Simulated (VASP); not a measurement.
GaAs in VASP: the effect of exact exchange

GaAs:

```
As Ga
1.0
     0.00000    2.82685    2.82685
     2.82685    0.00000    2.82685
     2.82685    2.82685    0.00000
As Ga
1 1
Cartesian
  4.2403 4.2403 4.2403
  0.0000 0.0000 0.0000
```

Alike in all runs:

```yaml
Program: VASP 6.6.1
Task: single point
Functional: PBE0(alpha)
Potentials_or_basis: VASP PAW PBE potentials, release 64 (As, Ga_d)
Cutoff: 520 eV
k_mesh: 4 × 4 × 4
Occupations: fermi-dirac, width 0.05 eV
Spin: no spin polarisation
```

| exact exchange | gap on the mesh (eV) | pressure (GPa) |
| --- | --- | --- |
| 0.05 | 0.82 | 3.2 |
| 0.1 | ? | ? |
| 0.15 | 1.47 | 2.1 |
| 0.2 | 1.81 | 1.5 |
| 0.25 | 2.15 | 1.0 |
| 0.3 | 2.49 | 0.5 |
| 0.4 | 3.20 | -0.5 |
| 0.5 | 3.93 | -1.5 |

Problem. What does the run with exact exchange 0.1 give?

Solution. gap on the mesh 1.14 eV; pressure 2.6 GPa.

Worked out: A parabola through the other rows of the gap on the mesh, of slope 6.53 eV per unit of exact exchange there, gives 1.14 eV, against the run's 1.14. A straight line through the other rows of the pressure, of slope -10.4 GPa per unit of exact exchange, gives 2.6 GPa, against the run's 2.6.

Caveats: all runs use coarse meshes; the PAW data sets were made with another functional, which shifts forces and pressure a little.

A k mesh can miss the band edges.
